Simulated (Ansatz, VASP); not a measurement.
**MnO in VASP and in Ansatz**

```
CELL_PARAMETERS angstrom
2.92935 0.00000 0.00000
-1.46468 2.53689 0.00000
0.00000 0.00000 2.85890
ATOMIC_POSITIONS crystal
Mn 0.00000 0.00000 0.00000
O 0.66667 0.33333 0.50000
```

Measurements of this composition are mostly on another form, of space group No. 225.

Alike in both runs: task single point; functional PBE; k mesh 10 × 10 × 9; occupations fermi-dirac, width 0.05 eV; collinear spin.

|  | VASP | Ansatz |
| --- | --- | --- |
| version | VASP 6.6.1 | Ansatz 0.2.0 |
| potentials or method | VASP PAW PBE potentials, release 64 (Mn_pv, O) | Ansatz PAW |
| plane-wave cutoff (eV) | 520 | 420 |
| valence electrons in the cell | 19 | 21 |

VASP gave:

* gap on the k mesh at the Fermi level (eV): none
* pressure (GPa): 2.4
* largest component of the traceless stress (GPa): 9.95
* net moment per atom (μB): 2.30
* size of the moment on the site where the two differ most (μB): 4.16

Question: What did Ansatz give for the same quantities?

Answer: gap on the k mesh at the Fermi level (eV): none; pressure (GPa): 2.3; largest component of the traceless stress (GPa): 9.96; net moment per atom (μB): 2.30; size of the moment on the site where the two differ most (μB): 3.88.

Site moments also hang on the region over which each program counts them. A gap of «none» marks a metal or a gap that the smearing closes. With one functional, cell and mesh, what is left measures potentials, basis and numerics. The two sets of potentials don't hold the same shells in valence.

Caveats: a cell with one magnetic atom can't hold antiferromagnetic order, which such compounds often take; semilocal functionals often make such compounds metallic where correlation or magnetic order opens a gap, which also shifts bond lengths; the pressure holds a Pulay correction of +0.6 GPa for the finite cutoff (Ansatz).
